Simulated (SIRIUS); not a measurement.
Runs of SIRIUS 7.12.0 on NiO. Symmetry: Fm-3m, No. 225, cubic system. Conventional cell: a = 4.172 Å, b = 4.172 Å, c = 4.172 Å, α = 90.00°, β = 90.00°, γ = 90.00°. Ni (site symmetry m-3m) has 6 O at 2.09 Å as nearest neighbours. O (site symmetry m-3m) has 6 Ni at 2.09 Å as nearest neighbours. 

```csv
level,pressure (GPa),moment (μB),relaxed volume (Å³/atom)
RPBE+D4,0.0,1.84,(b)
RPBE,0.3,1.89,(a)
RPBE+D3(BJ),0.0,1.80,8.97
RPBE+D3,0.0,1.87,9.47
```

Alike in all rows: task relaxation of cell and atoms; potentials or basis PseudoDojo 0.4.1 PBE standard (scalar relativistic); spin collinear, ferromagnetic start; cell relaxed; k mesh 5 × 5 × 5; cutoff (eV) 1333; smearing fermi-dirac 0.05 eV; the mesh is coarse, so values aren't converged.

Q: Fill in the values left out.

A: (a) 9.67; (b) 9.20.

Caveats: all runs use coarse meshes; the potentials were made for another functional, which shifts forces and pressure; a cell with one magnetic atom can't hold antiferromagnetic order, which such compounds often take.

Runs at the PBE level aren't shown here.
